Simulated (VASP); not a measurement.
S, 6 atoms in the cell. It takes space group R-3 (No. 148, trigonal). Conventional cell: a = 10.818 Å, b = 10.818 Å, c = 4.280 Å, α = 90.00°, β = 90.00°, γ = 120.00°. S (site symmetry 1) is surrounded by 2 S at 2.06 Å. This isn't the form of S at room conditions, which is orthorhombic, of S8 rings.

| Item | Value |
| --- | --- |
| Program | VASP 6.6.1 |
| Task | relaxation of cell and atoms |
| Functional | PBE |
| Potentials or basis | VASP PAW PBE potentials, release 64 (S) |
| Cutoff | 520 eV |
| k mesh | 8 × 8 × 8 |
| Occupations | gaussian, width 0.1 eV |
| Spin | no spin polarisation |
| Further INCAR settings | ALGO = Normal; EDIFF = 1e-06; IBRION = 2; EDIFFG = -0.01; NSW = 90; ISIF = 3 |

Potentials or basis: VASP PAW PBE potentials, release 64 (S).

Launch:

```bash
$ cat potpaw_PBE.64/S/POTCAR > POTCAR
$ mpirun -np 1 vasp_std > vasp.out
```

Hardware: 1 thread of AMD EPYC 9R45 (Zen 5), with other jobs on the host.

Question: How long does it take, and how much memory?

Answer: It took 71 min on 1 thread of AMD EPYC 9R45 (Zen 5), on a shared host, peak memory 0.42 GiB. Counts: scf iterations 275, k points 90, ion steps 39.
